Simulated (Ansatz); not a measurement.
# GaAs: computed properties

Computed with Ansatz, DFT r2SCAN, scalar-relativistic, plane waves, PAW.

Settings: cutoff 500 eV, Γ-centred mesh 8×8×8 on the computed 2-atom cell, Gaussian smearing of 0.02 eV; no spin polarisation.

The structure is relaxed at this level of theory with its symmetry kept.

```
CELL_PARAMETERS angstrom
0.00000 2.83320 2.83320
2.83320 0.00000 2.83320
2.83320 2.83320 0.00000
ATOMIC_POSITIONS crystal
Ga 0.00000 0.00000 0.00000
As 0.25000 0.25000 0.25000
```

| Quantity | Value |
| --- | --- |
| Space group | F-43m (No. 216) |
| Volume per atom | 22.74 Å³ |
| Formation energy from the elements' standard states (uncorrected) | -0.452 eV/atom |
| Generalised Kohn–Sham band gap | 0.96 eV, direct at Γ |
| Löwdin character of the top 1 eV of the valence band | As 4p 76 %, Ga 4p 21 % |
| Löwdin character of the lowest 1 eV of the conduction band | Ga 4p 30 %, Ga 4s 28 %, As 4s 19 %, As 4p 17 %, unprojected 6 % |
| Electron masses at the edge by Cartesian direction of the standard setting (m_e; degenerate bands sorted by energy; no spin-orbit coupling) | x: 0.052; y: 0.052; z: 0.052 |
| Hole masses at the edge by Cartesian direction of the standard setting (m_e; degenerate bands sorted by energy; no spin-orbit coupling) | x: 0.34, 0.34, 0.051; y: 0.34, 0.34, 0.051; z: 0.34, 0.34, 0.051 |
| Bulk modulus | 72 GPa |
| Its pressure derivative | 4.6 |
| Bader charges (e) | Ga (1 in the cell) 0.76, As (1 in the cell) -0.76 |